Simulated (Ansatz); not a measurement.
**Review of an SCF result for Co**

We look at Co: an experimental structure (space group Fm-3m, primitive cell doubled), with 2 atoms per cell. The computed pressure is over 10 GPa in size, so the cell is far from the computed equilibrium volume. Source: COD entry 9012940; the sample's temperature and pressure aren't taken into account, and it need not be the stable phase.

Level of theory: DFT, PBE, PAW, plane waves, scalar-relativistic in Ansatz.

```yaml
crystal:
  lattice:
    - [0.0, 3.5979, 3.5979]
    - [1.79895, 0.0, 1.79895]
    - [1.79895, 1.79895, 0.0]
  atoms:
    - { symbol: Co, position: [0.0, 0.0, 0.0], spin: 3.0 }
    - { symbol: Co, position: [0.5, 0.0, 0.0], spin: -3.0 }
magnetization:
  spin_polarized: true
hamiltonian:
  xc: pbe
  pseudopotentials: { kind: paw }
basis:
  ecutwfc: 420
kpoints:
  mp_grid: { grid: [7, 14, 14] }
scf:
  occupations: { method: gaussian, width: 0.1 }
  lower_state_search: "off"
output:
  forces: true
  stress: true
```

Wall time and machine: 4.2 s on 2 threads of Arm Neoverse V1, on a shared host, peak memory 0.37 GiB.

The end of the output:

```
SCF converged after 12 iterations
Magnetization: 0.0000 μB (17.0000 up, 17.0000 down)
Absolute magnetization: 2.7328 μB (∫|ρ↑−ρ↓|, with the PAW one-centre terms)
Spin contamination: 1.1053 ħ² per cell (⟨S²⟩ above its minimum at these occupations)
Per-site moments (μB) at R_I (Å): [(1.3362, 1.0494), (-1.3362, 1.0494)]
Free energy (F): -10251.769328 eV
Harris-Foulkes:  -10251.769328 eV  (|F-HF|=4.84e-9)
Internal energy: -10251.747419 eV  (E = F + TS)
E sigma→0 (E₀):  -10251.758373 eV
Entropy (-TS):   -0.021908 eV (-10.954 meV/atom)
Fermi energy:    17.151665 eV
--- Forces (eV/Å), atoms counted from 1 ---
  atom   1  Co     0.00000000     0.00000000    -0.00000000
  atom   2  Co     0.00000000     0.00000000     0.00000000
--- Stress (GPa, compression-positive) ---
      -15.033695      -2.274035      -2.274035
       -2.274035     -15.033695       2.274035
       -2.274035       2.274035     -15.033695
  P = ⅓ Tr σ = -15.0337 GPa (-150.337 kbar)
```

Site moments are taken inside atomic spheres and don't add up to the total.

Has the SCF ended in the lowest solution? If not, by how much is it too high?

No. A state 226 meV/atom (0.453 eV per cell) lower exists in this cell: ferromagnetic, site moments Co1 1.81, Co2 1.81 μB, total 3.48 μB per cell, no gap on the k-mesh. It was reached from: parallel moments, default search for lower states [Co1 3.00, Co2 3.00 μB]; the moments in brackets, symmetry off, plain SCF [Co1 0.09, Co2 0.09 μB]. The wrong state matters: the pressure is -11.1 GPa there against -15.0 GPa here. This multiple of the primitive cell fits some opposed orders; other multiples fit others. Only collinear orders within this cell were tried; the true ground state may need a larger cell.
